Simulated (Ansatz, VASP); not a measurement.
# MgO in VASP and in Ansatz

POSCAR

```
MgO
1.0
    2.4357704171      0.0000000000      0.0000000000
    0.0000000000      2.4357704171      0.0000000000
    0.0000000000      0.0000000000      2.4357704171
Mg O
1 1
Direct
    0.0000000000      0.0000000000      0.0000000000
    0.5000000000      0.5000000000      0.5000000000
```

The input INCAR.step1:

```
PREC     = Accurate       # precision mode
ENCUT    = 520            # plane-wave cutoff, eV
ISMEAR   = 0              # smearing method
SIGMA    = 0.05           # smearing width, eV
LREAL    = False          # projectors in reciprocal space
LASPH    = True           # aspherical terms in the spheres
NELM     = 80             # most SCF steps
NBANDS   = 11             # bands
GGA      = PE             # functional
ALGO     = Normal         # electronic algorithm
EDIFF    = 1E-4           # SCF threshold, eV
LWAVE    = True           # write WAVECAR
LCHARG   = False          # write CHGCAR
```

Contents of INCAR.step2:

```
PREC     = Accurate       # precision mode
ENCUT    = 520            # plane-wave cutoff, eV
EDIFF    = 1E-6           # SCF threshold, eV
ISMEAR   = 0              # smearing method
SIGMA    = 0.05           # smearing width, eV
LREAL    = False          # projectors in reciprocal space
LASPH    = True           # aspherical terms in the spheres
NELM     = 80             # most SCF steps
ALGO     = Normal         # electronic algorithm
ISIF     = 2              # what is computed and relaxed
LWAVE    = False          # write WAVECAR
LCHARG   = False          # write CHGCAR
METAGGA  = R2SCAN         # meta-GGA
LMIXTAU  = True         
NBANDS   = 11             # bands
ISTART   = 1
```

Contents of KPOINTS:

```
Automatic mesh
0
Gamma
  10 10 10
```

Input for Ansatz:

```yaml
crystal:
  lattice:
    - [2.4357704171, 0.0, 0.0]
    - [0.0, 2.4357704171, 0.0]
    - [0.0, 0.0, 2.4357704171]
  atoms:
    - { symbol: Mg, position: [0.0, 0.0, 0.0] }
    - { symbol: O, position: [0.5, 0.5, 0.5] }
basis:
  ecutwfc: 500
  ecutrho_ratio: 4
kpoints:
  mp_grid: { grid: [10, 10, 10] }
hamiltonian:
  xc: r2scan
scf:
  occupations: { method: gaussian, width: 0.05 }
output:
  forces: true
  stress: true
  eigenvalues: true
```

Alike in both runs: task single point; functional r2SCAN; k mesh 10 × 10 × 10; occupations gaussian, width 0.05 eV; no spin polarisation.

|  | VASP | Ansatz |
| --- | --- | --- |
| version | VASP 6.6.1 | Ansatz 0.2.0 |
| potentials or method | VASP PAW PBE potentials, release 64 (Mg, O) | scalar-relativistic, plane waves, PAW |
| plane-wave cutoff (eV) | 520 | 500 |
| valence electrons in the cell | 8 | 16 |

|  | VASP | Ansatz | Ansatz less VASP |
| --- | --- | --- | --- |
| gap on the k mesh at the Fermi level (eV) | 6.01 | 6.05 | +0.036 |
| least direct gap on the mesh (eV) | 6.77 | 6.83 | +0.055 |

The two sets of potentials don't hold the same shells in valence.

Caveats: the PAW data sets were made with another functional, which shifts forces and pressure a little (VASP). r2SCAN opens gaps a little over a GGA but as a rule still falls short of measured ones. A k mesh can miss the band edges.
